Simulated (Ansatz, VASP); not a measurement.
# BAs in two plane-wave programs, part 2 of 2

Wanted: the spread between two codes on one cell, functional and k mesh. The cell is taken from a series of VASP runs on this material, whose earlier steps may have relaxed, scaled or displaced it; both programs get it as it stands.

VASP 6.6.1 and Ansatz 0.2.0.

So far: The structure; VASP: zone-centre phonons, PBE.

### 3. Ansatz: zone-centre phonons, PBE

Level of this step: Ansatz beside VASP: Kohn-Sham DFT, plane waves, PBE (Ansatz).

Ansatz runs on its default PAW (the set named soft_2) files.

The same cell, functional and mesh now go to Ansatz, which takes its cutoff from its data sets.

input.yaml reads:

```yaml
crystal:
  lattice:
    - [0.0, 2.4084771865, 2.4084771865]
    - [2.4084771865, 0.0, 2.4084771865]
    - [2.4084771865, 2.4084771865, 0.0]
  atoms:
    - { symbol: B, position: [0.0, 0.0, 0.0] }
    - { symbol: As, position: [0.25, 0.25, 0.25] }
hamiltonian:
  xc: pbe
  pseudopotentials: { kind: paw }
kpoints:
  mp_grid: { grid: [8, 8, 8] }
scf:
  occupations: { method: fixed }
phonons:
  method: dfpt
  qpoints: [[0, 0, 0]]
  dielectric: true
  rigid_motions: translations
```

Launch:

```sh
$ ansatz run input.yaml --threads 4 --pin off --max-ram 9216MiB --backend cpu --events-out ev --progress --plain --runs-dir out
```

Numbers of over 12 decimals in the logs are rounded to 6 here.

What it wrote:

```text
Engine: ansatz 0.2.0, aarch64-unknown-linux-gnu
Pseudopotentials: kind: paw
Pseudopotential: B, paw, valence charge 3, recommended cutoff 420 eV (normal), B.paw.azcp
Pseudopotential: As, paw, valence charge 15, recommended cutoff 420 eV (normal), As.paw.azcp
Functional definition: PBE
  parameter kappa = 0.804
  parameter beta = 0.066725
  exchange = pbe_x(kappa = kappa, mu = beta*pi^2/3)
  correlation = pbe_c(beta = beta)
Crystal: 2 atoms, lattice volume = 27.942 Å³
Basis set: ecut = 420 eV, 537 PW (Γ), exchange–correlation on 48×48×48 points (8 copies of the dense FFT grid, shifted against one another)
Bands: 13, of which v1, the nominal top of the filled ones, is band 9 counted from 1 (8 counted from 0)
Symmetry: 24 space group operations
k-points: 95 of 512 (irreducible under 4 space group operations, time reversal used)
Non-local potential: B, projectors of the file, l = 0: 2, l = 1: 2, l = 2: 1
Non-local potential: As, projectors of the file, l = 0: 2, l = 1: 2, l = 2: 3, l = 3: 1
PAW form: soft (Blöchl's): semilocal exchange-correlation on the pseudo side does not see the compensation charge
PAW one-centre angular grid: B, 110 points (default); XC on 64 Gauss nodes
PAW one-centre angular grid: As, 590 points (default); XC on 64 Gauss nodes
Initial density: superposition of atomic densities (neutral atoms: chi_scale 0, normalization atom), corrected by the library's trained network
Initial wavefunctions: pseudopotential atomic-orbital guess
Functional: x = pbe(κ = 0.804, μ = 0.219515), c = pbe(β = 0.066725)
SCF iter   1: F=—  HF=-5012.102529 eV  |F-HF|=—  |Δ(HF+E_count)|=         —  Δρ=7.13e-4  dr2=6.25e-5  ethr=1.77e-3  ⟨swp⟩=4.5  Hψ=6218  notcnv=0  defer=140
preconditioner: auto → none  [insulator: Δε(μ)=1.222 eV  Ē_g=12.218 eV  n_scr=8 (ndim 8)  ℏωp=19.9 eV  f_vac=0.001  ε∞_Penn≈3.6]
SCF iter   2: F=—  HF=-5012.102515 eV  |F-HF|=—  |Δ(HF+E_count)|=   1.40e-5  Δρ=4.10e-4  dr2=2.70e-5  ethr=3.47e-7  ⟨swp⟩=2.5  Hψ=3046  notcnv=0  defer=177
SCF iter   3: F=—  HF=-5012.102536 eV  |F-HF|=—  |Δ(HF+E_count)|=   2.13e-5  Δρ=2.31e-4  dr2=3.73e-6  ethr=1.50e-7  ⟨swp⟩=2.6  Hψ=2041  notcnv=0  defer=31
SCF iter   4: F=—  HF=-5012.102561 eV  |F-HF|=—  |Δ(HF+E_count)|=   2.50e-5  Δρ=5.10e-5  dr2=1.07e-6  ethr=2.07e-8  ⟨swp⟩=2.0  Hψ=2090  notcnv=0  defer=2
SCF iter   5: F=—  HF=-5012.102560 eV  |F-HF|=—  |Δ(HF+E_count)|=   6.85e-7  Δρ=1.17e-5  dr2=5.67e-8  ethr=5.95e-9  ⟨swp⟩=2.0  Hψ=2075  notcnv=0
SCF iter   6: F=—  HF=-5012.102560 eV  |F-HF|=—  |Δ(HF+E_count)|=   1.03e-8  Δρ=4.67e-6  dr2=7.41e-9  ethr=3.15e-10  ⟨swp⟩=2.0  Hψ=1432  notcnv=0
SCF iter   7: F=-5012.102560 eV  HF=-5012.102560 eV  |F-HF|=2.73e-12  |Δ(HF+E_count)|=   3.02e-9  Δρ=1.46e-7  dr2=3.95e-12  ethr=1.00e-12  ⟨swp⟩=5.4  Hψ=7498  notcnv=0
SCF 1 converged in 7 iterations: F = -5012.102560 eV  dr2 = 3.95e-12
  greatest PAW one-centre occupation: 0.999 electrons in one spin orbital (limit 2), on the As atom at site 1 (counted from 0), in its partial waves of l = 2
DFPT response loops at Γ: preconditioner auto → none (the input reference at scf.mixing.eps_inf says where Resta's filter doesn't serve); β = 0.50; Broyden in place of MSR1
── the response to a field inside a basis, on 8×8×8 k-points: an SCF that follows is theirs, and a resumed run solves both again ──
Bands: 10, of which v1, the nominal top of the filled ones, is band 9 counted from 1 (8 counted from 0)
k-points: 60 of 512 (irreducible under 6 space group operations, time reversal used)
Initial density: handed on by an earlier stage of this run
Initial wavefunctions: pseudopotential atomic-orbital guess (no wavefunctions were taken with the density)
Eigensolver: Dense (60 Hₖ)
SCF iter   1: F=—  HF=-5012.104123 eV  |F-HF|=—  |Δ(HF+E_count)|=         —  Δρ=1.27e-4  dr2=2.36e-6  ethr=1.00e-1
preconditioner: auto → none  [insulator: Δε(μ)=1.529 eV  Ē_g=9.545 eV  n_scr=8 (ndim 8)  ℏωp=19.9 eV  f_vac=0.001  ε∞_Penn≈5.3]
SCF iter   2: F=—  HF=-5012.104124 eV  |F-HF|=—  |Δ(HF+E_count)|=   5.45e-7  Δρ=6.83e-5  dr2=5.18e-7  ethr=1.31e-8
SCF iter   3: F=-5012.104124 eV  HF=-5012.104124 eV  |F-HF|=4.12e-8  |Δ(HF+E_count)|=   5.60e-7  Δρ=1.87e-5  dr2=4.08e-8  ethr=2.88e-9
SCF 1 converged in 3 iterations: F = -5012.104124 eV  dr2 = 4.08e-8
DFPT response loops at Γ: mixed as the last ones told, above
WARN: field response: ε∞ stands inside a basis, on 8×8×8 points; the force constants stand on the 8×8×8 k-mesh, whose period is 11.29 times the interband length at k = (0.0000, 0.0000, 0.0000), direct gap 3.250 eV, under 14: take them and everything formed from them as unconverged, and compare with a denser kpoints.mp_grid
SCF converged after 7 iterations
Free energy (F): -5012.102560 eV
Harris-Foulkes:  -5012.102560 eV  (|F-HF|=2.73e-12)
Internal energy: -5012.102560 eV  (E = F + TS)
E sigma→0 (E₀):  -5012.102560 eV
Fermi energy:    10.731972 eV
--- Per-component energies (eV) ---
  E_band       = -216.228205
  E_kinetic    = 151.008329
  E_local      = -1715.809386  (includes V_loc(G=0)·N_el)
  E_nonlocal   = -657.840843
  E_hartree    = 948.310898
  E_xc         = -111.032721
  E_vxc        = -117.136777  (∫ρ·V_xc dr)
  E_paw        = -1915.278339  (= ΣΔE_a)
  E_vpaw       = 226.928602  (= ΣTr[D̂ρ^β])
  E_aug_tail   = 0.000007  (compensation charges beyond the density's cutoff)
  E_ewald      = -1711.460505
  E_smearing   = -0.000000  (= −TS)
  E_closure    = 0.000000  (closes the sum)
  Σ components = -5012.102560   (vs F -5012.102560, Δ=0.00e0)
--- Band table (eV; the first three rows and the last of 95) ---
  k-point 0: bands = [... 5 lower, -4.4462, 10.7320, 10.7320, 10.7320, 13.9817, 13.9817, 13.9817, 15.0906]
  k-point 1: bands = [... 5 lower, -4.1961, 8.7906, 10.3066, 10.3066, 14.0258, 14.5441, 14.5441, 16.4470]
  k-point 2: bands = [... 5 lower, -3.4688, 5.8750, 9.6132, 9.6132, 13.6653, 15.3361, 15.3361, 18.4575]
  k-point 94: bands = [... 5 lower, -0.2464, 2.7929, 5.4018, 5.6906, 15.9914, 16.5371, 17.4931, 17.6234]
--- Phonons (Γ-DFPT): 2 representative perturbations + reference, on 95 of 512 k-points (Σ response iterations 6) ---
  k mesh reduced under 4 symmetry operations, with k and −k counted as one. Each operation leaves every solved perturbation unchanged. A smaller set is not considered because the run solves the response to a homogeneous field
  ASR residual: 6.943e-5 → 0.000e0 eV/Å²; symmetrization residual: 7.308e-7 eV/Å²
  ASR residual per site (eV/Å²): 2.23e-5 6.94e-5
  Γ frequencies (cm⁻¹): 0.00 0.00 0.00 674.43 674.43 674.43
  ε∞ (high-frequency dielectric tensor):
        9.881008     0.000000    -0.000000
        0.000000     9.881008     0.000000
       -0.000000     0.000000     9.881008
  ε⁰ (static dielectric tensor: ions relaxed, cell fixed):
        9.956240     0.000000    -0.000000
        0.000000     9.956240     0.000000
       -0.000000     0.000000     9.956240
  ε⁰ − ε∞ (ionic part):
        0.075232    -0.000000    -0.000000
       -0.000000     0.075232     0.000000
       -0.000000     0.000000     0.075232
  softest optical mode at Γ: 674.43 cm⁻¹; the repairs (sum rule, projections) moved no ω² at Γ by more than (0.82 cm⁻¹)²
  Born effective charges Z* (e; rows j = field, columns β = displacement):
    site 0:
        -0.42845    0.00000    0.00000
         0.00000   -0.42845   -0.00000
         0.00000   -0.00000   -0.42845
    site 1:
         0.42845   -0.00000   -0.00000
        -0.00000    0.42845    0.00000
        -0.00000    0.00000    0.42845
  Z* charge neutrality: 8.645e-5 e pre-enforcement
  solved inside a basis spanned on kpoints, on 8×8×8 k-points, its susceptibility summed on 12×12×12: ε∞ is read to err by 3.2e-2, Z* by 1.5e-2 e (field_mesh: kpoints solves on kpoints); Z* is corrected for what the basis lacks
  optical modes at Γ without the LO–TO term, one row a degenerate level:
      ω (cm⁻¹)  modes    IR ((D/Å)²/amu)
        674.43      3             1.3449
  optical modes at Γ + LO–TO along q̂ = [1.0000, 0.0000, 0.0000]:
      ω (cm⁻¹)  modes    IR ((D/Å)²/amu)
        674.43      2             0.8966
        677.00      1             0.4483
  optical modes at Γ + LO–TO along q̂ = [0.0000, 1.0000, 0.0000]:
      ω (cm⁻¹)  modes    IR ((D/Å)²/amu)
        674.43      2             0.8966
        677.00      1             0.4483
  optical modes at Γ + LO–TO along q̂ = [0.0000, 0.0000, 1.0000]:
      ω (cm⁻¹)  modes    IR ((D/Å)²/amu)
        674.43      2             0.8966
        677.00      1             0.4483
--- Phonons (arbitrary-q DFPT): 1 explicit q-point ---
  q = [0, 0, 0] (of the zone-centre solve; hermiticity 9.25e-8, symmetrization 1.54e-13): -0.00 -0.00 -0.00 674.43 674.43 674.43
  sum rule: each row above includes the acoustic sum rule's correction from the zone centre's row sums; it moved no ω² by more than (0.75 cm⁻¹)²
```

Run time: 8.3 s. Hardware: 4 threads of Arm Neoverse V2, shared host; peak memory 0.44 GiB.

In the SCF lines HF is the Harris–Foulkes energy and dr2 the Hartree energy of the density residual, in eV; the loop may stop once dr2 is under the threshold and the program's other checks hold. Hψ counts applications of the Hamiltonian.

### 4. Side by side

Known differences besides the potentials themselves: the data sets hold 18 valence electrons in Ansatz (default PAW (the set named soft_2) files) and 8 in VASP; VASP leaves aspherical gradient terms in its spheres out (LASPH is not set), Ansatz keeps them. Total energies have different zeros and are not compared.

Compared:

| quantity | Ansatz | VASP | difference |
| --- | --- | --- | --- |
| ε∞ xx | 9.88 | 10.28 | -3.93 % |
| ε∞ yy | 9.88 | 10.28 | -3.93 % |
| ε∞ zz | 9.88 | 10.28 | -3.93 % |
| Born charge of B1 (mean of the diagonal) (e) | -0.43 | -0.45 | +0.02 |
| Born charge of As2 (mean of the diagonal) (e) | 0.43 | 0.45 | -0.02 |
| optical mode 1 to 3 (cm⁻¹) | 674.4 | 679.8 | -0.79 % |

Modes are paired by rising frequency and degeneracy, not by their patterns, so a pair may still set unlike modes beside each other.

### 5. Outcome

```
r.m.s. difference of the optical zone-centre modes, each program's sorted by frequency (zone-centre phonons, PBE) : 5.4 cm⁻¹
difference in ε∞ xx (zone-centre phonons, PBE)                                                                    : -3.9 %
```

**Reading.** The r.m.s. difference of the optical zone-centre modes, each program's sorted by frequency is 5.4 cm⁻¹ (zone-centre phonons, PBE). Among the rows given in per cent, the largest difference of the zone-centre phonons, PBE pair is in ε∞ xx, -3.9 %; the dielectric tensor converges slowly with the mesh, which Ansatz refines and VASP takes as typed. How closely two codes agree says nothing of how well the functional describes the real material.

[Lines on the potential files, build, host, timing and source positions are cut from VASP's logs without a mark.]

[Logs are printed without paths, hosts, clocks, repeated set-up lines and the standing remarks that a program may print on its own settings, such as how far it seeks lower states.]

[Hosts, paths, dates, database ids (printed as entryN), source tags and the programs' standing remarks are cut or masked in the printed files.]
